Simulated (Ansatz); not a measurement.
## Zr: pressure against volume per atom

All results are calculated (Ansatz 0.2.0). Periodic Kohn-Sham DFT of a crystal at fixed atoms; pressure and stress are positive in compression; the energy is the free energy less that of spherical unpolarised free atoms; site moments are those in the method's own spheres, positive along +z.

Cell of the first row (space group Im-3m, No. 229):
```
CELL_PARAMETERS angstrom
-1.77310 1.77310 1.77310
1.77310 -1.77310 1.77310
1.77310 1.77310 -1.77310
ATOMIC_POSITIONS crystal
Zr 0.00000 0.00000 0.00000
```

Settings of every row: method all-electron PAW; functional LDA; relativity scalar; k mesh 16x16x16; filling fermi-dirac; smearing width 0.03 eV; nucleus gaussian.

Atom start moment: 0 on all atoms.

| row | volume per atom (Å³) | pressure (GPa) |
| --- | --- | --- |
| 1 | 22.296 | -4.939 |
| 2 | 22.77 | -6.618 |
| 3 | 23.245 | -8.147 |
| 4 | 23.482 | -8.858 |
| 5 | 23.719 | -9.535 |
| 6 | 23.956 | -10.181 |
| 7 | 24.193 | ? |
| 8 | 24.668 | -11.952 |
| 9 | 25.142 | -13.007 |

Question: what pressure should row 7 give?

Worked fit of pressure. Take u = (V_r/V)^(2/3) − 1 with V_r = 23.601 Å³ an atom, which is twice the finite (Eulerian) strain; such expansions in the strain, on which the Birch-Murnaghan equation of state is built, carry the rest volume and the bulk modulus. The shown rows have u = 0.03865, 0.02418, 0.01018, 0.00338, -0.00332, -0.0099, -0.02905, -0.04129. Least squares give pressure = −9.2013 + 101.155 × u + 227.48 × u² + 230 × u³ GPa; a parabola predicts inner rows, each left out in turn, worse (root mean square 0.0037 against 0.0017 GPa). The rows lie off it by 0.000, 0.001, 0.001, -0.001, 0.000, 0.000, 0.002, -0.001. The withheld row has u = -0.01638, so the fit gives −9.2013 + 101.155 × (-0.01638) + 227.48 × (-0.01638)² + 230 × (-0.01638)³ = -10.798 GPa.

The calculation gave -10.798 GPa. The fit meets it to the printed digit.
